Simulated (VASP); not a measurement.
Wanted: the native input for a VASP 6.6.1 run.

| Property | Result |
| --- | --- |
| Task | relaxation of the atoms |
| Functional | PBE |
| Dispersion | D3(BJ) |
| Potentials or basis | VASP PAW PBE potentials, release 64 (Cu, I) |
| Cutoff | 600 eV |
| k mesh | 8 × 8 × 8 |
| Occupations | gaussian, width 0.03 eV |
| Spin | no spin polarisation |
| Further INCAR settings | ALGO = Normal; EDIFF = 1e-07; IBRION = 2; EDIFFG = -0.01; NSW = 40 |

The structure of CuI (Marshite) lies in POSCAR:

```
CuI                                     
1.0
    0.0000000000      2.9259777797      2.9259777797
    2.9259777797      0.0000000000      2.9259777797
    2.9259777797      2.9259777797      0.0000000000
  Cu              I             
     1     1
Direct
     0.2500000000000000    0.2500000000000000    0.2500000000000000
     0.0000000000000000    0.0000000000000000    0.0000000000000000
```

The cell isn't the ideal one: a relaxed cell with its volume scaled by 0.94.

One way to write it, as run:

INCAR

```
PREC     = Accurate       # precision mode
ENCUT    = 600            # plane-wave cutoff, eV
EDIFF    = 1E-7           # SCF threshold, eV
ISMEAR   = 0              # smearing method
SIGMA    = 0.03           # smearing width, eV
LREAL    = False          # projectors in reciprocal space
LASPH    = True           # aspherical terms in the spheres
NELM     = 80             # most SCF steps
ALGO     = Normal         # electronic algorithm
ISIF     = 2              # what is computed and relaxed
LWAVE    = False          # write WAVECAR
LCHARG   = False          # write CHGCAR
GGA      = PE             # functional
IVDW     = 12             # dispersion correction
IBRION   = 2              # ionic algorithm
NSW      = 40             # ionic steps
EDIFFG   = -0.01          # ionic threshold
```

KPOINTS

```
regular mesh
0
Gamma
  8 8 8
```

Potentials or basis: VASP PAW PBE potentials, release 64 (Cu, I).

Run with:

```sh
$ cat potpaw_PBE.64/Cu/POTCAR potpaw_PBE.64/I/POTCAR > POTCAR
$ mpirun -np 1 vasp_std > vasp.out
```

It gave:

| Item | Value |
| --- | --- |
| Pressure after relaxing | 3.3 GPa |
| Band gap on the k mesh | 1.45 eV, direct |
| Dispersion energy per atom | -0.385 eV |

Caveat: the relaxation stopped at its first step, so nothing moved; spin-orbit coupling is left out, which moves the levels of the heavy elements.

It took 14 s on 1 thread of Intel(R) Xeon(R) 6975P-C (Granite Rapids) (shared host), peak memory 0.22 GiB.
